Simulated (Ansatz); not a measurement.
Wurtzite InN was calculated with r²SCAN+rVV10 (Ansatz, a quantum-chemistry and plane-wave program, plane waves, PAW).

Run with plane-wave cutoff 560 eV, 12×12×6 k mesh (along the axes of the cell as run), Fermi–Dirac smearing 0.01 eV, scalar-relativistic PAW data made under PBE.

Equation-of-state points:

```csv
V (Å³/atom),E − E_lowest (meV/atom),P (GPa)
14.841,11.98,6.44
15.151,2.89,3.04
15.460,0.00,0.00
15.769,2.66,-2.71
16.078,10.28,-5.14
```

### Question
What bulk modulus B0 and pressure derivative B′ does a third-order Birch–Murnaghan fit give?

### Answer
V0 = 15.460 Å³/atom, B0 = 144 GPa, B′ = 4.6 (fit to the energies at full precision).

Shape and atoms are relaxed at each volume.

Measured, for comparison: bulk modulus 126 GPa (room temperature, not corrected to a static lattice; as tabulated in Phys. Rev. B 49, 14 (GaN and InN under pressure), abstract); equilibrium volume per atom 15.38 Å³/atom (300 K, not corrected to a static lattice; as tabulated in Wikipedia's data pages). Computed (rounded) less measured: bulk modulus +14 %, equilibrium volume per atom +0.5 %.

Note: the bulk modulus comes from volumes at which shape and atoms were relaxed.

Spin–orbit coupling is not included.

Static lattice: no zero-point or thermal effects.
